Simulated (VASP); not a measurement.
# PbSe (Clausthalite) (Fm-3m) in VASP: a series of runs

PbSe (Clausthalite) is run at these levels: PBE, LDA, r2SCAN; tasks: single point.

Everything below comes from runs of VASP 6.6.1. Logs are shortened: lines on timing, memory, paths and dates and some standing lists are left out, and cuts for length are marked.

**What was measured.**

A printed reference work, monograph reports, for a bulk crystal of PbSe at 4.2 K: band gap 0.15 eV (direct).

The results are compared with them further down.

## Step 1: The cell of the first run

The structure is cubic, space group Fm-3m (No. 225). Conventional cell: a = 6.139 Å, b = 6.139 Å, c = 6.139 Å, α = 90.00°, β = 90.00°, γ = 90.00°. Within 4.0 Å of Pb (site symmetry m-3m) lie 6 Se at 3.07 Å. Se (site symmetry m-3m) has 6 Pb at 3.07 Å within 4.0 Å.

## Step 2: Single point, PBE

INCAR reads:

```
ALGO = Normal ; EDIFF = 1E-7
ENCUT = 520 ; GGA = PE
ISIF = 2 ; ISMEAR = 0
LASPH = True ; LCHARG = False
LREAL = False ; LWAVE = False
NBANDS = 17 ; NELM = 60
PREC = Accurate ; SIGMA = 0.01
```

KPOINTS reads:

```
k-points
0
Gamma
  4 4 4
```

POSCAR reads:

```
PbSe
1.0
    0.0000000000      3.0696893648      3.0696893648
    3.0696893648      0.0000000000      3.0696893648
    3.0696893648      3.0696893648      0.0000000000
Pb Se
1 1
Direct
    0.0000000000      0.0000000000      0.0000000000
    0.5000000000      0.5000000000      0.5000000000
```

Potentials or basis: VASP PAW PBE potentials, release 64 (Pb_d, Se).

Started as:

```sh
cat potpaw_PBE.64/Pb_d/POTCAR potpaw_PBE.64/Se/POTCAR > POTCAR
mpirun -np 1 vasp_std > vasp.out
```

OUTCAR:

```text
EDIFF = 1E-7
   ENCUT = 520
   GGA = PE
   ISIF = 2
   ISMEAR = 0
   LASPH = True
   LREAL = False
   NELM = 60
   PREC = Accurate

 ion  position               nearest neighbor table
   1  0.000  0.000  0.000-   2 3.07   2 3.07   2 3.07   2 3.07   2 3.07   2 3.07
   2  0.500  0.500  0.500-   1 3.07   1 3.07   1 3.07   1 3.07   1 3.07   1 3.07

  LATTYP: Found a face centered cubic cell.
 ALAT       =     6.1393787296

  Lattice vectors:

 A1 = (   0.0000000000,   3.0696893648,   3.0696893648)
 A2 = (   3.0696893648,   0.0000000000,   3.0696893648)
 A3 = (   3.0696893648,   3.0696893648,   0.0000000000)

Analysis of symmetry for initial positions (statically):
=====================================================================
 Subroutine PRICEL returns:
 Original cell was already a primitive cell.

 Routine SETGRP: Setting up the symmetry group for a
 face centered cubic supercell.

 Subroutine GETGRP returns: Found 48 space group operations
 (whereof 48 operations were pure point group operations)
 out of a pool of 48 trial point group operations.

The static configuration has the point symmetry O_h .

Analysis of symmetry for dynamics (positions and initial velocities):
=====================================================================
 Subroutine PRICEL returns:
 Original cell was already a primitive cell.

 Routine SETGRP: Setting up the symmetry group for a
 face centered cubic supercell.

 Subroutine GETGRP returns: Found 48 space group operations
 (whereof 48 operations were pure point group operations)
 out of a pool of 48 trial point group operations.

The dynamic configuration has the point symmetry O_h .

 Subroutine INISYM returns: Found 48 space group operations
 (whereof 48 operations are pure point group operations),
 and found     1 'primitive' translations

----------------------------------------------------------------------------------------

                                     Primitive cell

  volume of cell :      57.8513

  direct lattice vectors                    reciprocal lattice vectors
     0.000000000  3.069689365  3.069689365    -0.162882931  0.162882931  0.162882931
     3.069689365  0.000000000  3.069689365     0.162882931 -0.162882931  0.162882931
     3.069689365  3.069689365  0.000000000     0.162882931  0.162882931 -0.162882931

  length of vectors
     4.341196332  4.341196332  4.341196332     0.282121512  0.282121512  0.282121512

  position of ions in fractional coordinates (direct lattice)
     0.000000000  0.000000000  0.000000000
     0.500000000  0.500000000  0.500000000

  ion indices of the primitive-cell ions
   primitive index   ion index
                 1           1
                 2           2

----------------------------------------------------------------------------------------

 KPOINTS: k-points

Automatic generation of k-mesh.
 Grid dimensions read from file:
 generate k-points for:    4    4    4

 Generating k-lattice:

  Cartesian coordinates                     Fractional coordinates (reciprocal lattice)
    -0.040720733  0.040720733  0.040720733     0.250000000  0.000000000  0.000000000
     0.040720733 -0.040720733  0.040720733     0.000000000  0.250000000  0.000000000
     0.040720733  0.040720733 -0.040720733     0.000000000  0.000000000  0.250000000

  Length of vectors
     0.070530378  0.070530378  0.070530378

  Shift w.r.t. Gamma in fractional coordinates (k-lattice)
     0.000000000  0.000000000  0.000000000

 Subroutine IBZKPT returns following result:
 ===========================================

 Found      8 irreducible k-points:

 Following reciprocal coordinates:
            Coordinates               Weight
  0.000000  0.000000  0.000000      1.000000
  0.250000  0.000000  0.000000      8.000000
  0.500000  0.000000  0.000000      4.000000
  0.250000  0.250000  0.000000      6.000000
  0.500000  0.250000  0.000000     24.000000
 -0.250000  0.250000  0.000000     12.000000
  0.500000  0.500000  0.000000      3.000000
 -0.250000  0.500000  0.250000      6.000000
   k-points           NKPTS =      8   k-points in BZ     NKDIM =      8   number of bands    NBANDS=     17
   number of dos      NEDOS =    301   number of ions     NIONS =      2
   total plane-waves  NPLWV =  32768
   dimension x,y,z NGX =    32 NGY =   32 NGZ =   32
   dimension x,y,z NGXF=    64 NGYF=   64 NGZF=   64
   ions per type =               1   1
   NGX,Y,Z   is equivalent  to a cutoff of  12.25, 12.25, 12.25 a.u.
   NGXF,Y,Z  is equivalent  to a cutoff of  24.51, 24.51, 24.51 a.u.
 SYSTEM =  unknown system
   PREC   = accura    normal or accurate (medium, high low for compatibility)
   ISTART =      0    job   : 0-new  1-cont  2-samecut
   ICHARG =      2    charge: 1-file 2-atom 10-const
   ISPIN  =      1    spin polarized calculation?
   LNONCOLLINEAR =      F non collinear calculations
   LSORBIT =      F    spin-orbit coupling
   LASPH  =      T    aspherical Exc in radial PAW
   ENCUT  =  520.0 eV  38.22 Ry    6.18 a.u.   8.07  8.07  8.07*2*pi/ulx,y,z
   NELM   =     60;   NELMIN=  2; NELMDL= -5     # of ELM steps
   EDIFF  = 0.1E-06   stopping-criterion for ELM
   LREAL  =      F    real-space projection
   EDIFFG = 0.1E-05   stopping-criterion for IOM
   NSW    =      0    number of steps for IOM
   IBRION =     -1    ionic relax: 0-MD 1-quasi-New 2-CG
   NFREE  =      0    steps in history (QN), initial steepest desc. (CG)
   ISIF   =      2    stress and relaxation
   ISYM   =      2    0-nonsym 1-usesym 2-fastsym
   POTIM  = 0.5000    time-step for ionic-motion
   TEBEG  =    0.0;   TEEND  =   0.0 temperature during run
   PSTRESS=    0.0 pullay stress
   NELECT =      20.0000    total number of electrons
   NUPDOWN=      -1.0000    fix difference up-down
   EMIN   =  10.00;   EMAX   =-10.00  energy-range for DOS
   EFERMI =   0.00;   METHOD = LEGACY
   ISMEAR =     0;   SIGMA  =   0.01  broadening in eV -4-tet -1-fermi 0-gaus
   EFERMI_NEDOS =   21; number of points for ismear=-14 and -15
   IALGO  =     38    algorithm
   IMIX   =      4    mixing-type and parameters
     AMIX     =   0.40;   BMIX     =  1.00
     AMIX_MAG =   1.60;   BMIX_MAG =  1.00
  volume/ion in A,a.u.               =      28.93       195.20
  Fermi-wavevector in a.u.,A,eV,Ry     =   1.148983  2.171264 17.961904  1.320163
  Thomas-Fermi vector in A             =   2.285655
   LORBIT       =      0    0 simple, 1 ext, 2 COOP (PROOUT), +10 PAW based schemes
   GGA     = PE    functional components
   LHFCALC =     F    Hartree Fock is set to
   AEXX    =    0.0000 exact exchange contribution
   IVDW    =     0    specifies the selected vdW correction
   LEPSILON=     F    determine dielectric tensor
   LRPA    =     F    only Hartree local field effects (RPA)
 non-spin polarized calculation
 Gauss-broadening in eV      SIGMA  =   0.01
  energy-cutoff  :      520.00
  volume of cell :       57.85
 maximum number of plane-waves:      1588
   NGX = 17   NGY = 17   NGZ = 17

 number of electron      19.9999997 magnetization

 Free energy of the ion-electron system (eV)
  ---------------------------------------------------
  ext. energy  EPLUGINS =         0.00000000
  ---------------------------------------------------
  free energy    TOTEN  =        -8.17546047 eV

  energy without entropy =       -8.17546047  energy(sigma->0) =       -8.17546047

 E-fermi :   4.9966     XC(G=0):  -9.4927

 val. band max:        4.9491042595   @ k =   0.5000   0.0000   0.0000
 cond. band min:       5.2700582890   @ k =   0.5000   0.0000   0.0000
 fundamental gap:      0.3209540295
 Fermi energy:         4.9966262807

 k-point     1 :       0.0000    0.0000    0.0000
  band No.  band energies     occupation
      1     -11.8653      2.00000
      2     -11.8653      2.00000
      3     -11.8653      2.00000
      4     -11.8612      2.00000
      5     -11.8612      2.00000
      6      -8.5632      2.00000
[... 9 lines left out ...]
     16      11.4930      0.00000
     17      13.1508      0.00000

 k-point     2 :       0.2500    0.0000    0.0000
  band No.  band energies     occupation
      1     -11.8738      2.00000
      2     -11.8738      2.00000
      3     -11.8636      2.00000
      4     -11.8487      2.00000
      5     -11.8487      2.00000
      6      -8.1275      2.00000
[... 9 lines left out ...]
     16      12.6922      0.00000
     17      16.1220      0.00000

 k-point     3 :       0.5000    0.0000    0.0000
  band No.  band energies     occupation
      1     -11.8853      2.00000
      2     -11.8853      2.00000
      3     -11.8623      2.00000
      4     -11.8329      2.00000
      5     -11.8329      2.00000
      6      -7.5181      2.00000
[... 9 lines left out ...]
     16      15.1170      0.00000
     17      15.1170      0.00000

 k-point     4 :       0.2500    0.2500    0.0000
  band No.  band energies     occupation
      1     -11.9070      2.00000
      2     -11.8741      2.00000
      3     -11.8521      2.00000
      4     -11.8445      2.00000
      5     -11.8445      2.00000
      6      -7.9667      2.00000
[... 9 lines left out ...]
     16      14.5407      0.00000
     17      14.5415      0.00000

 k-point     5 :       0.5000    0.2500    0.0000
  band No.  band energies     occupation
      1     -11.9314      2.00000
      2     -11.8661      2.00000
      3     -11.8627      2.00000
      4     -11.8379      2.00000
      5     -11.8291      2.00000
      6      -7.3521      2.00000
[... 9 lines left out ...]
     16      15.6680      0.00000
     17      16.2631      0.00000

 k-point     6 :      -0.2500    0.2500    0.0000
  band No.  band energies     occupation
      1     -11.8983      2.00000
      2     -11.8750      2.00000
      3     -11.8549      2.00000
      4     -11.8441      2.00000
      5     -11.8428      2.00000
      6      -7.5654      2.00000
[... 9 lines left out ...]
     16      14.4569      0.00000
     17      15.3110      0.00000

 k-point     7 :       0.5000    0.5000    0.0000
  band No.  band energies     occupation
      1     -11.9830      2.00000
      2     -11.8828      2.00000
      3     -11.8430      2.00000
      4     -11.8222      2.00000
      5     -11.8222      2.00000
      6      -7.1618      2.00000
[... 9 lines left out ...]
     16      16.5387      0.00000
     17      17.5853      0.00000

 k-point     8 :      -0.2500    0.5000    0.2500
  band No.  band energies     occupation
      1     -11.9485      2.00000
      2     -11.8615      2.00000
      3     -11.8534      2.00000
      4     -11.8534      2.00000
      5     -11.8222      2.00000
      6      -7.1321      2.00000
[... 9 lines left out ...]
     16      16.7177      0.00000
     17      17.5660      0.00000

------------------------ aborting loop because EDIFF is reached ----------------------------------------

  FORCE on cell =-STRESS in cart. coord.  units (eV):
  Direction    XX          YY          ZZ          XY          YZ          ZX
  --------------------------------------------------------------------------------------
  -------------------------------------------------------------------------------------
  Total        0.6948588      0.6948588      0.6948588      0.0000000     -0.0000000     -0.0000000
  in kB       19.2439350     19.2439350     19.2439350      0.0000000     -0.0000000     -0.0000000
  external PRESSURE =      19.2439350 kB  Pullay stress =       0.0000000 kB

 VOLUME and BASIS-vectors are now :
 -----------------------------------------------------------------------------
  energy-cutoff  :      520.00
  volume of cell :       57.85
      direct lattice vectors                 reciprocal lattice vectors
     0.000000000  3.069689365  3.069689365    -0.162882931  0.162882931  0.162882931
     3.069689365  0.000000000  3.069689365     0.162882931 -0.162882931  0.162882931
     3.069689365  3.069689365  0.000000000     0.162882931  0.162882931 -0.162882931

 POSITION                                       TOTAL-FORCE (eV/Angst)
 -----------------------------------------------------------------------------------
      0.00000      0.00000      0.00000         0.000000     -0.000000      0.000000
      3.06969      3.06969      3.06969        -0.000000      0.000000     -0.000000
 -----------------------------------------------------------------------------------
    total drift:                                0.000000     -0.000000     -0.000000

  FREE ENERGIE OF THE ION-ELECTRON SYSTEM (eV)
  ---------------------------------------------------
  free  energy   TOTEN  =        -8.1754604724 eV

  energy  without entropy=       -8.1754604724  energy(sigma->0) =       -8.17546047
```

It took 20 s on 1 thread of Intel Xeon 8259CL, shared host; peak memory 0.17 GiB.

What came out:

| Item | Value |
| --- | --- |
| Free energy | -8.1755 eV |
| Pressure | 1.9 GPa |
| Band gap on the k mesh | 0.32 eV, direct |

Levels at points of the mesh, in eV from the valence-band top:
| k point | band 6 | band 7 | band 8 | band 9 | band 10 | band 11 | band 12 | band 13 | band 14 | band 15 |
| --- | --- | --- | --- | --- | --- | --- | --- | --- | --- | --- |
| (0.00, 0.00, 0.00) | -13.51 | -6.31 | -1.83 | -1.83 | -1.83 | 4.70 | 4.70 | 4.70 | 6.54 | 6.54 |
| (0.50, 0.00, 0.00) | -12.47 | -8.75 | -1.43 | -1.43 | 0.00 | 0.32 | 1.73 | 1.73 | 8.54 | 10.16 |
| (0.50, 0.50, 0.00) | -12.11 | -7.36 | -4.90 | -3.17 | -3.17 | 3.74 | 5.59 | 5.59 | 6.02 | 11.28 |

Caveat: the k points lie up to 0.44 Å⁻¹ apart; spin-orbit coupling is left out, which moves the levels of the heavy elements.

## Step 3: Single point, PBE

INCAR reads:

```
SYSTEM = PbSe
PREC = Accurate
ENCUT = 520
EDIFF = 1E-6
ISMEAR = 0
SIGMA = 0.01
LREAL = .FALSE.
LASPH = .TRUE.
NELM = 100
ALGO = Normal
ISIF = 2
LWAVE = .FALSE.
LCHARG = .FALSE.
GGA = PE
NBANDS = 17
```

KPOINTS reads:

```
regular mesh
0
G
  4 4 4
  0 0 0
```

POSCAR is that of step 2.

Potentials or basis: VASP PAW PBE potentials, release 64 (Pb_d, Se).

Started as:

```sh
cat potpaw_PBE.64/Pb_d/POTCAR potpaw_PBE.64/Se/POTCAR > POTCAR
mpirun -np 1 vasp_std > vasp.out
```

OUTCAR:

```text
SYSTEM = PbSe
   PREC = Accurate
   ENCUT = 520
   EDIFF = 1E-6
   ISMEAR = 0
   LREAL = .FALSE.
   LASPH = .TRUE.
   NELM = 100
   ISIF = 2
   GGA = PE

 ion  position               nearest neighbor table
   1  0.000  0.000  0.000-   2 3.07   2 3.07   2 3.07   2 3.07   2 3.07   2 3.07
   2  0.500  0.500  0.500-   1 3.07   1 3.07   1 3.07   1 3.07   1 3.07   1 3.07

  LATTYP: Found a face centered cubic cell.
 ALAT       =     6.1393787296

  Lattice vectors:

 A1 = (   0.0000000000,   3.0696893648,   3.0696893648)
 A2 = (   3.0696893648,   0.0000000000,   3.0696893648)
 A3 = (   3.0696893648,   3.0696893648,   0.0000000000)

Analysis of symmetry for initial positions (statically):
=====================================================================
 Subroutine PRICEL returns:
 Original cell was already a primitive cell.

 Routine SETGRP: Setting up the symmetry group for a
 face centered cubic supercell.

 Subroutine GETGRP returns: Found 48 space group operations
 (whereof 48 operations were pure point group operations)
 out of a pool of 48 trial point group operations.

The static configuration has the point symmetry O_h .

[... 142 lines left out ...]

 E-fermi :   4.9967     XC(G=0):  -9.4927

 val. band max:        4.9490799660   @ k =   0.5000   0.0000   0.0000
 cond. band min:       5.2700798471   @ k =   0.5000   0.0000   0.0000
 fundamental gap:      0.3209998811
 Fermi energy:         4.9967271235

 k-point     1 :       0.0000    0.0000    0.0000
  band No.  band energies     occupation
      1     -11.8651      2.00000
      2     -11.8651      2.00000
      3     -11.8651      2.00000
      4     -11.8610      2.00000
      5     -11.8610      2.00000
      6      -8.5633      2.00000
[... 137 lines left out ...]
      4     -11.8532      2.00000
      5     -11.8220      2.00000
      6      -7.1322      2.00000
[... 9 lines left out ...]
     16      16.7177      0.00000
     17      17.5661      0.00000

------------------------ aborting loop because EDIFF is reached ----------------------------------------

  FORCE on cell =-STRESS in cart. coord.  units (eV):
  Direction    XX          YY          ZZ          XY          YZ          ZX
  --------------------------------------------------------------------------------------
  -------------------------------------------------------------------------------------
  Total        0.6914596      0.6914596      0.6914596      0.0000000      0.0000000     -0.0000000
  in kB       19.1497941     19.1497941     19.1497941      0.0000000      0.0000000     -0.0000000
  external PRESSURE =      19.1497941 kB  Pullay stress =       0.0000000 kB

 VOLUME and BASIS-vectors are now :
 -----------------------------------------------------------------------------
  energy-cutoff  :      520.00
  volume of cell :       57.85
      direct lattice vectors                 reciprocal lattice vectors
     0.000000000  3.069689365  3.069689365    -0.162882931  0.162882931  0.162882931
     3.069689365  0.000000000  3.069689365     0.162882931 -0.162882931  0.162882931
     3.069689365  3.069689365  0.000000000     0.162882931  0.162882931 -0.162882931

 POSITION                                       TOTAL-FORCE (eV/Angst)
 -----------------------------------------------------------------------------------
      0.00000      0.00000      0.00000        -0.000000      0.000000     -0.000000
      3.06969      3.06969      3.06969         0.000000     -0.000000      0.000000
 -----------------------------------------------------------------------------------
    total drift:                                0.000000     -0.000000     -0.000000

  FREE ENERGIE OF THE ION-ELECTRON SYSTEM (eV)
  ---------------------------------------------------
  free  energy   TOTEN  =        -8.1754604321 eV

  energy  without entropy=       -8.1754604321  energy(sigma->0) =       -8.17546043
```

Run time: 17 s. Hardware: 1 thread of Intel Xeon 8259CL, shared host; peak memory 0.18 GiB.

Results:

* Free energy: -8.1755 eV
* Pressure: 1.9 GPa
* Band gap on the k mesh: 0.32 eV, direct

Caveat: the k points lie up to 0.44 Å⁻¹ apart; spin-orbit coupling is left out, which moves the levels of the heavy elements. A k mesh can miss the band edges.

## Step 4: Single point, LDA

INCAR reads:

```
SYSTEM = PbSe
PREC     = Accurate       ! precision mode
ENCUT    = 520            ! plane-wave cutoff, eV
EDIFF    = 1E-6           ! SCF threshold, eV
ISMEAR   = 0              ! smearing method
SIGMA    = 0.01           ! smearing width, eV
LREAL    = .False.        ! projectors in reciprocal space
LASPH    = .True.         ! aspherical terms in the spheres
NELM     = 60             ! most SCF steps
ALGO     = Normal         ! electronic algorithm
ISIF     = 2              ! what is computed and relaxed
LWAVE    = .False.        ! write WAVECAR
LCHARG   = .False.        ! write CHGCAR
NBANDS   = 17             ! bands
```

KPOINTS reads:

```
regular mesh
0
Gamma
  4 4 4
  0 0 0
```

POSCAR is that of step 3.

Potentials or basis: VASP PAW LDA potentials, release 64 (Pb_d, Se).

Started as:

```sh
cat potpaw_LDA.64/Pb_d/POTCAR potpaw_LDA.64/Se/POTCAR > POTCAR
mpirun -np 1 vasp_std > vasp.out
```

It took 15 s on 1 thread of Intel Xeon 8259CL, shared host; peak memory 0.15 GiB.

It converged, with:

```yaml
Free_energy: -9.4286 eV
Pressure: -2.4 GPa
Band_gap_on_the_k_mesh: 0.19 eV, direct
```

Levels at points of the mesh, in eV from the valence-band top:
```tsv
k point	band 8	band 9	band 10	band 11	band 12	band 13
(0.00, 0.00, 0.00)	-1.82	-1.82	-1.82	4.59	4.59	4.59
(0.50, 0.00, 0.00)	-1.41	-1.41	0.00	0.19	1.63	1.63
(0.50, 0.50, 0.00)	-4.94	-3.18	-3.18	3.66	5.48	5.48
```

Caveat: the k points lie up to 0.44 Å⁻¹ apart; spin-orbit coupling is left out, which moves the levels of the heavy elements. A k mesh can miss the band edges.

(Continued in part 2 of 2.)
